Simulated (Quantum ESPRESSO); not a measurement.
# AlCo (Pm-3m) in Quantum ESPRESSO: reference runs

Reference runs on AlCo: the cell as given and a disturbed copy.

Program: Quantum ESPRESSO 7.5. These are calculated values, not measurements. Logs are shortened: lines on timing, memory, paths and dates and some standing lists are left out, and cuts for length are marked.

## Step 1: The structure

The structure is cubic, space group Pm-3m (No. 221). The conventional cell has a = 2.819 Å, b = 2.819 Å, c = 2.819 Å, α = 90.00°, β = 90.00°, γ = 90.00°. Co (site symmetry m-3m) is surrounded by 8 Al at 2.44 Å. Around Al (site symmetry m-3m) lie 8 Co at 2.44 Å.

The cell is a database's computed one.

## Step 2: Single point, PBE, collinear spin, ferromagnetic start

Input file pw.in:

```
&CONTROL
  calculation = 'scf'
  prefix = 'pwscf'
  outdir = './tmp'
  pseudo_dir = './pseudo'
  tprnfor = .true.
  tstress = .true.
  disk_io = 'nowf'
/
&SYSTEM
  ibrav = 0
  nat = 2
  ntyp = 2
  ecutwfc = 55
  ecutrho = 440
  nbnd = 19
  occupations = 'smearing'
  smearing = 'fd'
  degauss = 0.00367493
  nspin = 2
  starting_magnetization(1) = 0.1176
  starting_magnetization(2) = 0
/
&ELECTRONS
  conv_thr = 4d-10
  electron_maxstep = 120
  mixing_beta = 0.3
/
ATOMIC_SPECIES
Co    58.9332 Co_pbe_v1.2.uspp.F.UPF
Al    26.9815 Al.pbe-n-kjpaw_psl.1.0.0.UPF
CELL_PARAMETERS angstrom
   2.8194032100    0.0000000000    0.0000000000
   0.0000000000    2.8194032100    0.0000000000
   0.0000000000    0.0000000000    2.8194032100
ATOMIC_POSITIONS crystal
Co     0.5000000000    0.5000000000    0.5000000000
Al     0.0000000000    0.0000000000    0.0000000000
K_POINTS automatic
9 9 9 0 0 0
```

Potentials or basis: SSSP 1.3 efficiency PBE.

Started as:

```sh
OMP_NUM_THREADS=1 pw.x -in pw.in > pw.out
```

pw.out:

```text
This program is part of the open-source Quantum ESPRESSO suite
     for quantum simulation of materials; please cite
         "P. Giannozzi et al., J. Phys.:Condens. Matter 21 395502 (2009);
         "P. Giannozzi et al., J. Phys.:Condens. Matter 29 465901 (2017);
         "P. Giannozzi et al., J. Chem. Phys. 152 154105 (2020);
     in publications or presentations arising from this work. More details at

     file Al.pbe-n-kjpaw_psl.1.0.0.UPF: wavefunction(s)  3S 3P renormalized
     Message from routine setup:
     using ibrav=0 with symmetry is DISCOURAGED, use correct ibrav instead

     Subspace diagonalization in iterative solution of the eigenvalue problem:
     a serial algorithm will be used

     G-vector sticks info
     --------------------
     sticks:   dense  smooth     PW     G-vecs:    dense   smooth      PW
     Sum         989     497    149                23583     8385    1419

     Using Slab Decomposition

     bravais-lattice index     =            0
     lattice parameter (alat)  =       5.3279  a.u.
     unit-cell volume          =     151.2405 (a.u.)^3
     number of atoms/cell      =            2
     number of atomic types    =            2
     number of electrons       =        20.00
     number of Kohn-Sham states=           19
     kinetic-energy cutoff     =      55.0000  Ry
     charge density cutoff     =     440.0000  Ry
     scf convergence threshold =      4.0E-10
     mixing beta               =       0.3000
     number of iterations used =            8  plain     mixing
     Exchange-correlation= SLA  PW   PBX  PBC
                           (   1   4   3   4   0   0   0)

     celldm(1)=   5.327900  celldm(2)=   0.000000  celldm(3)=   0.000000
     celldm(4)=   0.000000  celldm(5)=   0.000000  celldm(6)=   0.000000

     crystal axes: (cart. coord. in units of alat)
               a(1) = (   1.000000   0.000000   0.000000 )
               a(2) = (   0.000000   1.000000   0.000000 )
               a(3) = (   0.000000   0.000000   1.000000 )

     reciprocal axes: (cart. coord. in units 2 pi/alat)
               b(1) = (  1.000000  0.000000  0.000000 )
               b(2) = (  0.000000  1.000000  0.000000 )
               b(3) = (  0.000000  0.000000  1.000000 )

     PseudoPot. # 1 for Co read from file:
     Co_pbe_v1.2.uspp.F.UPF
     Pseudo is Ultrasoft + core correction, Zval = 17.0
     Generated by new atomic code, or converted to UPF format
     Using radial grid of  863 points,  6 beta functions with:
                l(1) =   0
                l(2) =   0
                l(3) =   1
                l(4) =   1
                l(5) =   2
                l(6) =   2
     Q(r) pseudized with  8 coefficients,  rinner =    1.200   1.200   1.200
                                                       1.200   1.200

     PseudoPot. # 2 for Al read from file:
     Al.pbe-n-kjpaw_psl.1.0.0.UPF
     Pseudo is Projector augmented-wave + core cor, Zval =  3.0
     Generated using "atomic" code by A. Dal Corso  v.5.1
     Shape of augmentation charge: PSQ
     Using radial grid of 1135 points,  6 beta functions with:
                l(1) =   0
                l(2) =   0
                l(3) =   1
                l(4) =   1
                l(5) =   2
                l(6) =   2
     Q(r) pseudized with 0 coefficients

     atomic species   valence    mass     pseudopotential
     Co               17.00    58.93320     Co( 1.00)
     Al                3.00    26.98150     Al( 1.00)

     Starting magnetic structure
     atomic species   magnetization
     Co              0.118
     Al              0.000

     48 Sym. Ops., with inversion, found

   Cartesian axes

     site n.     atom                  positions (alat units)
         1        Co     tau(   1) = (   0.5000000   0.5000000   0.5000000  )
         2        Al     tau(   2) = (   0.0000000   0.0000000   0.0000000  )

     number of k points=    35  Fermi-Dirac smearing, width (Ry)=  0.0037
                       cart. coord. in units 2pi/alat
        k(    1) = (   0.0000000   0.0000000   0.0000000), wk =   0.0013717
        k(    2) = (   0.0000000   0.0000000   0.1111111), wk =   0.0082305
        k(    3) = (   0.0000000   0.0000000   0.2222222), wk =   0.0082305
        k(    4) = (   0.0000000   0.0000000   0.3333333), wk =   0.0082305
        k(    5) = (   0.0000000   0.0000000   0.4444444), wk =   0.0082305
        k(    6) = (   0.0000000   0.1111111   0.1111111), wk =   0.0164609
[... 27 lines left out ...]
        k(   34) = (   0.3333333   0.4444444   0.4444444), wk =   0.0329218
        k(   35) = (   0.4444444   0.4444444   0.4444444), wk =   0.0109739

     Dense  grid:    23583 G-vectors     FFT dimensions: (  36,  36,  36)

     Smooth grid:     8385 G-vectors     FFT dimensions: (  25,  25,  25)

     Check: negative core charge=   -0.000015
     Generating pointlists ...
     new r_m :   0.3572 (alat units)  1.9033 (a.u.) for type    1
     new r_m :   0.3572 (alat units)  1.9033 (a.u.) for type    2

     Initial potential from superposition of free atoms

     starting charge      18.9977, renormalised to      20.0000
     Starting wfcs are   17 randomized atomic wfcs +    2 random wfcs
     Checking if some PAW data can be deallocated...

     Self-consistent Calculation

     iteration #  1     ecut=    55.00 Ry     beta= 0.30
     Davidson diagonalization with overlap
     ethr =  1.00E-02,  avg # of iterations =  5.9

     total energy              =    -332.59553446 Ry
     estimated scf accuracy    <      16.45273369 Ry

     total magnetization       =     0.27 Bohr mag/cell
     absolute magnetization    =     0.60 Bohr mag/cell

     iteration #  2     ecut=    55.00 Ry     beta= 0.30
     Davidson diagonalization with overlap
     ethr =  1.00E-02,  avg # of iterations =  3.0

     total energy              =    -337.26344453 Ry
     estimated scf accuracy    <      11.35765101 Ry

     total magnetization       =     0.04 Bohr mag/cell
     absolute magnetization    =     0.11 Bohr mag/cell

     iteration #  3     ecut=    55.00 Ry     beta= 0.30
     Davidson diagonalization with overlap
     ethr =  1.00E-02,  avg # of iterations =  2.0

     total energy              =    -338.02999591 Ry
     estimated scf accuracy    <       0.45345206 Ry

     total magnetization       =     0.46 Bohr mag/cell
     absolute magnetization    =     0.66 Bohr mag/cell
[... 115 lines left out ...]
     total energy              =    -338.07556107 Ry
     estimated scf accuracy    <          8.7E-09 Ry

     total magnetization       =    -0.00 Bohr mag/cell
     absolute magnetization    =     0.00 Bohr mag/cell

     iteration # 16     ecut=    55.00 Ry     beta= 0.30
     Davidson diagonalization with overlap
     ethr =  4.36E-11,  avg # of iterations =  2.0

     total energy              =    -338.07556107 Ry
     estimated scf accuracy    <          7.4E-10 Ry

     total magnetization       =    -0.00 Bohr mag/cell
     absolute magnetization    =     0.00 Bohr mag/cell

     iteration # 17     ecut=    55.00 Ry     beta= 0.30
     Davidson diagonalization with overlap
     ethr =  3.71E-12,  avg # of iterations =  2.0

     Magnetic moment per site  (integrated on atomic sphere of radius R)
     atom   1 (R=0.357)  charge= 15.6626  magn=  0.0000
     atom   2 (R=0.357)  charge=  1.2443  magn= -0.0000

     End of self-consistent calculation

 ------ SPIN UP ------------

          k = 0.0000 0.0000 0.0000 (  1021 PWs)   bands (ev):

   -79.9001 -43.1959 -43.1959 -43.1959   3.5737  11.7993  11.7993  14.0265
    14.0265  14.0265  21.0123  21.0123  21.0123  23.7859  23.7859  30.6468
    36.8460  36.8460  36.8460

          k = 0.0000 0.0000 0.1111 (  1025 PWs)   bands (ev):

   -79.8997 -43.2016 -43.1954 -43.1954   3.8133  11.7688  11.8672  13.8989
    13.8989  14.0404  19.2168  21.3431  21.3431  23.7435  25.4119  31.4184
    34.8097  34.8097  36.6409

          k = 0.0000 0.0000 0.2222 (  1037 PWs)   bands (ev):

   -79.8986 -43.2161 -43.1943 -43.1943   4.5214  11.5017  12.0452  13.6047
    13.6047  14.0758  16.9516  22.2512  22.2512  23.6233  27.2124  32.1037
    32.1037  33.7802  34.2320

          k = 0.0000 0.0000 0.3333 (  1048 PWs)   bands (ev):

   -79.8974 -43.2325 -43.1930 -43.1930   5.6638  10.5446  12.2598  13.3086
    13.3086  14.1163  15.5929  23.4603  23.5784  23.5784  28.5701  29.6110
    29.6110  32.5628  34.1141

          k = 0.0000 0.0000 0.4444 (  1040 PWs)   bands (ev):

   -79.8966 -43.2432 -43.1921 -43.1921   7.1734   8.9150  12.4077  13.1322
    13.1322  14.1430  15.1683  23.3358  25.1494  25.1494  27.4748  27.4748
    29.8333  31.7214  32.1919
[... 159 lines left out ...]
   -79.8922 -43.2256 -43.2251 -43.2251   8.9962  11.4484  11.4484  13.4482
    13.6027  13.6027  17.6455  17.6455  19.8626  23.1566  23.1566  24.5052
    30.6089  37.3830  37.3830

          k = 0.3333 0.3333 0.4444 (  1034 PWs)   bands (ev):

   -79.8914 -43.2356 -43.2244 -43.2242   9.7743  11.0289  11.3188  13.5907
    13.6450  14.5954  16.0439  18.9345  20.2099  21.1584  22.2513  24.6950
    28.7924  38.1592  39.8677

          k = 0.3333 0.4444 0.4444 (  1034 PWs)   bands (ev):

   -79.8907 -43.2346 -43.2346 -43.2233  10.2519  11.0424  11.0489  13.6795
    14.4641  15.1813  16.2641  17.8843  19.3565  21.2538  22.5108  23.0702
    26.9101  39.7621  41.9246

          k = 0.4444 0.4444 0.4444 (  1052 PWs)   bands (ev):

   -79.8899 -43.2336 -43.2336 -43.2336  10.6131  10.8735  10.8735  14.5216
    14.5216  16.1249  17.3429  17.3429  19.3078  20.7586  20.7586  21.5753
    25.1524  42.4784  42.4784

 ------ SPIN DOWN ----------

          k = 0.0000 0.0000 0.0000 (  1021 PWs)   bands (ev):

   -79.9001 -43.1958 -43.1958 -43.1958   3.5737  11.7993  11.7993  14.0265
    14.0265  14.0265  21.0123  21.0123  21.0123  23.7860  23.7860  30.6468
    36.8460  36.8460  36.8460

          k = 0.0000 0.0000 0.1111 (  1025 PWs)   bands (ev):

   -79.8997 -43.2016 -43.1954 -43.1954   3.8133  11.7688  11.8672  13.8989
    13.8989  14.0404  19.2168  21.3431  21.3431  23.7435  25.4119  31.4184
    34.8097  34.8097  36.6416

          k = 0.0000 0.0000 0.2222 (  1037 PWs)   bands (ev):

   -79.8986 -43.2160 -43.1942 -43.1942   4.5214  11.5017  12.0452  13.6047
    13.6047  14.0758  16.9517  22.2512  22.2512  23.6233  27.2124  32.1037
    32.1037  33.7802  34.2319

          k = 0.0000 0.0000 0.3333 (  1048 PWs)   bands (ev):

   -79.8974 -43.2325 -43.1929 -43.1929   5.6638  10.5446  12.2598  13.3086
    13.3086  14.1163  15.5929  23.4603  23.5784  23.5784  28.5701  29.6110
    29.6110  32.5627  34.1141

          k = 0.0000 0.0000 0.4444 (  1040 PWs)   bands (ev):

   -79.8966 -43.2432 -43.1921 -43.1921   7.1734   8.9150  12.4078  13.1322
    13.1322  14.1430  15.1683  23.3358  25.1494  25.1494  27.4748  27.4748
    29.8333  31.7214  32.1919
[... 159 lines left out ...]
   -79.8922 -43.2256 -43.2251 -43.2251   8.9962  11.4484  11.4484  13.4482
    13.6027  13.6027  17.6455  17.6455  19.8626  23.1566  23.1566  24.5052
    30.6089  37.3830  37.3830

          k = 0.3333 0.3333 0.4444 (  1034 PWs)   bands (ev):

   -79.8914 -43.2356 -43.2244 -43.2241   9.7743  11.0289  11.3188  13.5908
    13.6451  14.5954  16.0439  18.9345  20.2099  21.1584  22.2513  24.6950
    28.7924  38.1592  39.8677

          k = 0.3333 0.4444 0.4444 (  1034 PWs)   bands (ev):

   -79.8906 -43.2346 -43.2345 -43.2233  10.2519  11.0424  11.0489  13.6795
    14.4642  15.1813  16.2641  17.8843  19.3565  21.2538  22.5108  23.0702
    26.9101  39.7622  41.9245

          k = 0.4444 0.4444 0.4444 (  1052 PWs)   bands (ev):

   -79.8899 -43.2336 -43.2335 -43.2335  10.6132  10.8735  10.8735  14.5217
    14.5217  16.1248  17.3429  17.3429  19.3078  20.7586  20.7586  21.5753
    25.1524  42.4784  42.4784

     the Fermi energy is    14.9285 ev

!    total energy              =    -338.07556108 Ry
     estimated scf accuracy    <          2.0E-10 Ry
     smearing contrib. (-TS)   =      -0.00032382 Ry
     internal energy E=F+TS    =    -338.07523726 Ry

     The total energy is F=E-TS. E is the sum of the following terms:
     one-electron contribution =    -210.24692045 Ry
     hartree contribution      =     116.40308067 Ry
     xc contribution           =     -35.48536236 Ry
     ewald contribution        =    -174.04833704 Ry
     one-center paw contrib.   =     -34.69769808 Ry

     total magnetization       =     0.00 Bohr mag/cell
     absolute magnetization    =     0.00 Bohr mag/cell

     convergence has been achieved in  17 iterations

     Forces acting on atoms (cartesian axes, Ry/au):

     atom    1 type  1   force =     0.00000000    0.00000000    0.00000000
     atom    2 type  2   force =     0.00000000    0.00000000    0.00000000

     Total force =     0.000000     Total SCF correction =     0.000000

     Computing stress (Cartesian axis) and pressure

          total   stress  (Ry/bohr**3)                   (kbar)     P=       65.81
   0.00044733   0.00000000   0.00000000           65.81        0.00        0.00
   0.00000000   0.00044733   0.00000000            0.00       65.81        0.00
   0.00000000   0.00000000   0.00044733            0.00        0.00       65.81

=------------------------------------------------------------------------------=
   JOB DONE.
=------------------------------------------------------------------------------=
```

It took 34 s on 1 thread of Intel Xeon Platinum 8488C (Sapphire Rapids), shared host; peak memory 0.16 GiB.

Results:

| Property | Result |
| --- | --- |
| Free energy | -4599.7523 eV |
| Pressure | 6.6 GPa |
| Band gap on the k mesh | none (metal or under the smearing width) |
| Net moment | 0.00 μB per cell |
| Absolute moment | 0.00 μB per cell |
| Valence electrons inside the program's atomic spheres | Co 15.66; Al 1.24 |

Caveat: the starting moments collapsed, and a magnetic state may lie lower.

(Part 1 of 2 ends here.)
